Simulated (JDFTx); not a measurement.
Runs of JDFTx 1.7.0 (patched build) on LiCl. The structure is cubic, space group Fm-3m (No. 225). Conventional cell: a = 5.130 Å, b = 5.130 Å, c = 5.130 Å, α = 90.00°, β = 90.00°, γ = 90.00°. Cl (site symmetry m-3m) is surrounded by 6 Li at 2.56 Å. Li (site symmetry m-3m) has 6 Cl at 2.56 Å as nearest neighbours. 

| task | level | potentials or basis | k mesh | cutoff (eV) | smearing | max SCF steps | SCF threshold on the energy | solver of the electrons | further solve for the empty bands | band ratio of the Davidson solver | mesh quality | gap on the mesh (eV) | pressure (GPa) |
| --- | --- | --- | --- | --- | --- | --- | --- | --- | --- | --- | --- | --- | --- |
| single point | LDA | SG15-PBE-1.2 with smoothed tails | 7 × 7 × 7 | 1088 | fermi-dirac 0.05 eV | 100 | 1e-09 Ha | scf | yes | - | not flagged | 5.93 | -2.8 |
| single point | HSE06 | PseudoDojo-SR-PBE-0.5-standard with smoothed tails | 3 × 3 × 3 | 1007 | fermi-dirac 0.05 eV | 100 | 1e-07 Ha | scf | yes | - | coarse | 7.79 | 0.5 |
| single point | PBEsol | SG15-PBE-1.2 with smoothed tails | 7 × 7 × 7 | 1088 | fermi-dirac 0.05 eV | 100 | 1e-09 Ha | scf | yes | - | not flagged | (b) | -1.1 |
| single point | LDA | PseudoDojo-SR-LDA-0.4.1-standard with smoothed tails | 9 × 9 × 9 | 1007 | gaussian 0.1 eV | 100 | 1e-09 Ha | scf | yes | - | not flagged | (c) | -3.2 |
| single point | PBEsol | PseudoDojo-SR-PBEsol-0.4.1-standard with smoothed tails | 9 × 9 × 9 | 1007 | fermi-dirac 0.05 eV | 100 | 1e-09 Ha | scf | yes | - | not flagged | 6.13 | (d) |
| single point | r2SCAN | SG15-PBE-1.2 with smoothed tails | 7 × 7 × 7 | 1088 | fermi-dirac 0.05 eV | 100 | 1e-09 Ha | scf | yes | - | not flagged | (a) | -0.2 |

Alike in all rows: no spin polarisation; cell as given.

**Question.** Estimate the missing entries.

**Answer.** (a) 7.14; (b) 6.10; (c) 5.99; (d) -1.3.

Caveats: some runs use coarse meshes; the potentials were made for another functional, which shifts forces and pressure (some runs); the empty levels aren't tightly converged (some runs); an odd mesh through Γ misses points on the zone boundary, where band edges often lie (some runs); this program's HSE differs a little from the usual definition (some runs); the hybrid runs on potentials with a model core (some runs).
